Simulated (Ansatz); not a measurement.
W:

```
CELL_PARAMETERS angstrom
0.00000 2.03000 2.03000
2.03000 0.00000 2.03000
2.03000 2.03000 0.00000
ATOMIC_POSITIONS crystal
W 0.00000 0.00000 0.00000
```

This isn't the form of W at room conditions, which is bcc.

- Program: Ansatz 0.2.0
- Task: relaxation of cell and atoms
- Functional: PBEsol0
- Potentials or basis: Ansatz PAW
- Cutoff: 420 eV (not typed: the program's choice for these potentials)
- k mesh: 6 × 6 × 6
- Occupations: fermi-dirac, width 0.05 eV
- Spin: no spin polarisation

At the start: volume 16.73 Å³/atom.

Question: Where does the relaxation end?

Answer: It ends after 4 steps and the volume is 15.96 Å³/atom (-4.6 %); space group Fm-3m (No. 225, to 0.05 Å).

The path:
```
step  energy change (eV)  largest force (eV/Å)  volume (Å³)
   1              0.0000                0.0000        16.73
   2             -0.0360                0.0000        16.08
   3             -0.0370                0.0000        15.96
   4             -0.0366                0.0000        15.96
```

Final structure:
```
W
1.0
     0.00000    1.99814    1.99814
     1.99814    0.00000    1.99814
     1.99814    1.99814    0.00000
W
1
Cartesian
  0.0000 0.0000 0.0000
```

Caveat: the k mesh is coarse (spacing up to 0.45 Å⁻¹), so the values aren't converged, least of all with exact exchange; the plane-wave basis is chosen anew once the cell has moved, so the energies of steps on either side of that aren't comparable; the PAW data sets come from PBE, with cores solved anew for the run's functional, which leaves a small shift of forces and pressure.
